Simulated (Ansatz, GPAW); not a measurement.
# Ballistic transport through butane-1,4-dithiol between two Pd chains, from relaxation to T(E), part 4 of 4

Wanted: T(E) of butane-1,4-dithiol between two Pd chains at a relaxed geometry in two programs, beside the unrelaxed structure.

GPAW 26.7.0 and Ansatz 0.2.0; Ansatz plane waves; relaxation of the junction with the lead ends held (the session's first sound run).

So far. Step 7 (RPBE in the dzp basis: xc = "RPBE"): The conductance, 0.0412 G₀, lies 2.8 % below that of the dzp run. Step 8 (Without the relaxation: geometry = "as built"): The conductance, 0.423 G₀, lies a factor of 10.0 above that of the dzp run.

### Step 10. Comparison

The curves are compared point by point over the common energies.

This step: comparison of transmission and cost over codes, levels and geometry (GPAW 26.7.0).

Ladder, by row:

```
    step    code  T at the Fermi level (sum over the listed spins)  conductance (G0)  r.m.s. T(E) from the first  wall time (s)  peak memory (GiB)  threads
  pw-pbe  Ansatz                                           0.04572           0.04374                           0           8611              6.659        4
     dzp    GPAW                                            0.0451           0.04244                     0.04864          691.8               2.29        1
     szp    GPAW                                           0.04747           0.04606                     0.08313          386.7               2.18        1
      sz    GPAW                                           0.03319           0.03186                     0.07008          303.9               2.08        1
dzp-RPBE    GPAW                                            0.0436           0.04123                     0.03956          720.8               2.29        1
 asbuilt    GPAW                                            0.4438             0.423                      0.1825          731.8               2.29        1
```

Transmission, zone mean, sum over the listed spins against energy, zero at the Fermi level:

```
energy (eV)   pw-pbe      dzp      szp       sz  dzp-RPBE  asbuilt
     -2.000   0.0452   0.0643   0.0554   0.0279    0.0705    0.104
     -1.800   0.0100   0.0182  0.00993  0.00524    0.0194    0.163
     -1.600  0.00576  0.00708  0.00716  0.00313   0.00726    0.244
     -1.400   0.0156   0.0110    0.116   0.0148    0.0122    0.228
     -1.350   0.0306   0.0171    0.261   0.0388    0.0199    0.212
     -1.275    0.153   0.0523   0.0484    0.181    0.0676    0.190
     -1.200    0.649    0.272  0.00441   0.0403     0.335    0.176
     -1.175    0.427    0.374  0.00259   0.0166     0.390    0.174
     -1.000   0.0122   0.0212  0.00231  0.00246    0.0169   0.0385
     -0.800  0.00589  0.00189  0.00218  0.00139   0.00193   0.0348
     -0.600   0.0140   0.0392   0.0344   0.0204    0.0388   0.0356
     -0.400   0.0267   0.0196   0.0282   0.0191    0.0186    0.188
     -0.200   0.0313   0.0391   0.0421   0.0293    0.0400    0.573
      0.000   0.0457   0.0451   0.0475   0.0332    0.0436    0.444
      0.075   0.0575   0.0550   0.0743   0.0514    0.0519    0.266
      0.150   0.0783   0.0698   0.0412   0.0324    0.0685  0.00128
      0.200   0.0687   0.0629   0.0361   0.0282    0.0607   6.0e-4
      0.400   0.0504   0.0446   0.0255   0.0198    0.0436   1.3e-4
      0.600   0.0318   0.0286   0.0189   0.0145    0.0287   5.5e-5
      0.800   0.0199   0.0181   0.0135   0.0104    0.0184   2.8e-5
      1.000   0.0130   0.0120  0.00982  0.00753    0.0122   1.5e-5
      1.200  0.00909  0.00843  0.00741  0.00571   0.00859   8.7e-6
      1.400  0.00672  0.00628  0.00582  0.00454   0.00638   6.2e-6
      1.600  0.00527  0.00495  0.00476  0.00376   0.00501   6.1e-6
      1.800  0.00440  0.00415  0.00408  0.00326   0.00417   8.2e-6
      2.000  0.00395  0.00374  0.00367  0.00297   0.00373   1.3e-5
```

### Step 11. Broadening 0.01

The broadening keeps the Green's functions finite; too large a value absorbs electrons where channels are open and leaks them where none are.

This step: GPAW LCAO, PAW setups; Landauer transmission from Green's functions with principal layers (ASE), zero bias (GPAW 26.7.0).

run.py reads:

```python
import json
import numpy as np
from ase import Atoms
from ase.transport.calculators import TransportCalculator
from gpaw import GPAW, FermiDirac
from gpaw.lcao.tools import get_lcao_hamiltonian
from scipy.linalg import eigh

# The junction with lead layers at both ends, along the third cell vector
device = Atoms(
    ['Pd', 'Pd', 'Pd', 'Pd', 'Pd', 'Pd', 'Pd', 'Pd', 'S', 'H', 'C', 'H', 'H', 'C', 'H', 'H', 'C', 'H', 'H', 'C', 'H', 'S', 'Pd', 'Pd', 'Pd', 'Pd', 'Pd', 'Pd', 'Pd', 'Pd'],
    positions=[
        [5.50063, 4.69117, 1.25000],
        [5.50063, 4.69117, 3.75000],
        [5.50063, 4.69117, 6.25000],
        [5.50063, 4.69117, 8.75000],
        [5.50063, 4.69117, 11.25000],
        [5.50063, 4.69117, 13.75000],
        [4.71894, 4.24919, 16.09382],
        [6.20872, 4.94890, 18.00439],
        [6.03377, 3.88966, 19.91366],
        [5.65812, 5.94086, 21.18636],
        [5.32560, 4.90052, 21.29170],
        [6.88259, 4.31648, 22.68318],
        [4.23019, 4.87763, 21.20495],
        [5.78249, 4.30879, 22.64208],
        [5.47527, 3.25246, 22.69366],
        [5.51986, 6.13164, 23.80550],
        [5.21301, 5.07521, 23.85752],
        [6.76513, 4.50884, 25.29592],
        [4.11291, 5.06721, 23.81638],
        [5.66982, 4.48444, 25.20829],
        [5.33834, 3.44376, 25.31421],
        [4.95846, 5.49718, 26.58298],
        [4.79329, 4.43558, 28.49084],
        [6.27976, 5.13426, 30.40451],
        [5.50063, 4.69117, 32.74907],
        [5.50063, 4.69117, 35.24907],
        [5.50063, 4.69117, 37.74907],
        [5.50063, 4.69117, 40.24907],
        [5.50063, 4.69117, 42.74907],
        [5.50063, 4.69117, 45.24907]],
    cell=[[11.00125, 0.0, 0.0], [0.0, 9.38235, 0.0], [0.0, 0.0, 46.49907]],
    pbc=True)

# One principal layer of the lead: the first 5 atoms of the device
lead = Atoms(
    ['Pd', 'Pd', 'Pd', 'Pd', 'Pd'],
    positions=[
        [5.50063, 4.69117, 1.25000],
        [5.50063, 4.69117, 3.75000],
        [5.50063, 4.69117, 6.25000],
        [5.50063, 4.69117, 8.75000],
        [5.50063, 4.69117, 11.25000]],
    cell=[[11.00125, 0.0, 0.0], [0.0, 9.38235, 0.0], [0.0, 0.0, 12.5]],
    pbc=True)

settings = dict(mode='lcao', basis='dzp', xc='PBE', h=0.2,
                occupations=FermiDirac(0.1), maxiter=250,
                mixer=dict(beta=0.1, nmaxold=8, weight=100.0),
                convergence=dict(density=0.0001))
energies = np.arange(-2, 2 + 1e-9, 0.025)
eta = 0.01
n1, n2 = 1, 1
# k and -k transmit alike, so half of the mesh across the current serves
mesh = [(i, j) for i in range(n1) for j in range(n2) if (i, j) <= (-i % n1, -j % n2)]
weights = np.array([1 if (i, j) == (-i % n1, -j % n2) else 2 for i, j in mesh]) / (n1 * n2)

# [... helper functions left out ...]
fermi_lead = ground_state(lead, (1, 1, 9), 'lead.txt')
fermi_device = ground_state(device, (1, 1, 2), 'device.txt')
# [... loop over the mesh left out, but for ...]
        # Shift the lead onto the potential of the device's first layer
        shift = ((H[:, 0, 0] - H0[:, 0, 0]) / S0[0, 0]).real.mean()
# [...]
kT = 8.617333e-5 * 300
bias = [0.1, 0.2, 0.5, 1.0, 1.5, 2.0]
# [... integrals and printing left out ...]
```

Started as:

```sh
> OMP_NUM_THREADS=1 OPENBLAS_NUM_THREADS=1 python run.py
```

The program printed:

```text
basis functions: device 550, principal layer 135
Fermi level: lead -4.2411 eV, device -4.0963 eV; lead shifted by -0.0032 eV
largest coupling past the next layer 1.07e-04 eV, largest misfit of the first layer 0.072 eV
  E-E_F (eV)   T (one spin)  [channel counts left out]
    -2.000    4.2144e-02
    -1.975    3.7323e-02
    -1.950    3.2457e-02
    -1.925    2.7919e-02
    -1.900    2.3847e-02
    -1.875    2.0369e-02
    -1.850    1.7386e-02
    -1.825    1.4849e-02
    -1.800    1.2703e-02
    -1.775    1.0903e-02
    -1.750    9.4132e-03
    -1.725    8.2036e-03
    -1.700    7.2425e-03
    -1.675    6.4968e-03
    -1.650    5.9337e-03
    -1.625    5.5277e-03
[...]
1.825    3.6666e-03
     1.850    3.6102e-03
     1.875    3.5587e-03
     1.900    3.5119e-03
     1.925    3.4698e-03
     1.950    3.4325e-03
     1.975    3.3999e-03
     2.000    3.3720e-03
conductance at 300 K: 0.027469 G0 a cell; thermopower -36.56 uV/K
current from the zero-bias T(E) at 0.1 V: 0.20975 uA
current from the zero-bias T(E) at 0.2 V: 0.40977 uA
current from the zero-bias T(E) at 0.5 V: 1.118 uA
current from the zero-bias T(E) at 1.0 V: 2.1114 uA
current from the zero-bias T(E) at 1.5 V: 2.7361 uA
current from the zero-bias T(E) at 2.0 V: 3.0666 uA
```

Run time: 11 min. Hardware: 1 thread of Arm Neoverse N1, shared host; peak memory 2.3 GiB.

The run finished with changed settings (eta = 0.01); it serves as a test.

Side by side:

| quantity | this run | sound run | difference |
| --- | --- | --- | --- |
| conductance (G₀) | 0.027469 | 0.042435 | -0.0150 |
| transmission at the Fermi level (one spin) | 0.029169 | 0.045096 | -0.0159 |

The two runs differ clearly in the transmission at the Fermi level (one spin): 0.0292 against 0.0451.

### Step 12. Summary of results

```yaml
conductance: 0.0424 G₀
transmission_at_the_fermi_level_mean_of_the_spins: 0.0451
```

**Reading.** In the dzp basis the junction conducts 0.0424 G₀ at 300 K, with T = 0.0451 a spin at the Fermi level; the szp basis reaches that conductance within 10 %. Relaxation moved atoms by up to 2.2 Å and took the conductance from 0.423 to 0.0424 G₀, as a ratio a larger change than the step from dzp to the minimal basis. Plane waves (PBE) give T = 0.0457 there. Measured against the first run (pw-pbe), the nearest curve is that of dzp-RPBE (r.m.s. 0.040) and the farthest that of asbuilt (0.18). Over the compared runs wall time goes from 304 s (sz) to 8611 s (pw-pbe), on a shared host; the plane-wave run used 4 threads and the orbital runs 1. Moves of this size go well beyond a change of bond lengths: the free chain atoms or the scatterer took up a new arrangement, and the name in the title describes the start. The leads kept an estimated spacing and the cell its length, so the junction may be under some tension or compression. The run had no spin polarisation, so a magnetic state, which chains and small molecules with open shells often have, wasn't tested. Semilocal functionals put molecular levels too near the Fermi level, so such conductances usually come out too high, and chain electrodes have a sharper density of states than real ones. An evenly spaced straight chain is an idealisation: free chains tend to dimerise, zigzag or, where a band edge lies near the Fermi level, turn magnetic. The currents use the zero-bias T(E) throughout, which holds only while the bias is small against the distance to the nearest feature. Within about eight thermal energies of the Fermi level ln T(E) bends sharply from one computed energy to the next, or the lead's channel count changes, so the thermal averages, above all the thermopower, rest on an interpolation that may be rough.

[Logs are printed without paths, hosts, clocks, repeated set-up lines and the standing remarks that a program may print on its own settings, such as how far it seeks lower states.]

[Hosts, paths, dates, database ids (printed as entryN), source tags and the programs' standing remarks are cut or masked in the printed files.]
